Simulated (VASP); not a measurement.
Data:

```
AlSb
1.0
    0.00000     3.09142     3.09142
    3.09142     0.00000     3.09142
    3.09142     3.09142     0.00000
Al Sb
1 1
Direct
  0.00000   0.00000   0.00000
  0.25000   0.25000   0.25000
```

Calculation: r2SCAN meta-GGA, VASP's PBE PAW potentials (set 64) (plane waves; VASP). Run with 400 eV cut-off, 13×13×13 Γ-centred mesh, Gaussian smearing of 0.010 eV, potentials Al Sb.

Q: Give the direction-averaged independent-particle dielectric function (no local fields, no excitons; a broadening of 0.1 eV leaves a tail below the gap, and fine structure carries the noise of the k-mesh).

A: 
```tsv
ħω (eV)	ε₁	ε₂
0.00	10.37	0.00
0.20	10.40	0.03
0.40	10.47	0.05
0.60	10.61	0.08
0.80	10.81	0.12
1.00	11.08	0.16
1.20	11.44	0.21
1.40	11.92	0.27
1.60	12.55	0.37
1.80	13.42	0.55
2.00	14.47	1.02
2.20	16.05	1.31
2.40	18.77	3.38
2.60	19.57	8.46
2.80	17.59	8.45
3.00	16.59	10.28
3.20	18.27	13.18
3.40	16.85	15.31
3.60	16.59	22.84
3.80	10.64	29.51
4.10	-0.42	17.07
4.30	0.89	23.42
4.50	-10.23	18.56
4.70	-7.29	12.38
4.90	-5.86	11.69
5.10	-6.88	9.31
5.30	-4.86	7.97
5.50	-4.57	7.78
5.70	-5.18	9.27
5.90	-7.73	6.16
6.10	-5.91	4.05
6.30	-4.54	3.60
6.50	-3.93	3.81
6.70	-4.20	3.41
6.90	-3.42	3.01
7.10	-2.81	2.83
7.30	-2.94	3.37
7.50	-3.27	2.65
7.70	-3.33	2.32
8.00	-2.44	1.97
```
ε₂ peaks at 3.9 eV (height 30.3), 4.4 eV (height 24.5); ε₁(0) averages 10.37, so the electronic refractive index below the gap tends to √10.37 = 3.22.

The compound is AlSb in the zinc blende structure. It was relaxed first.
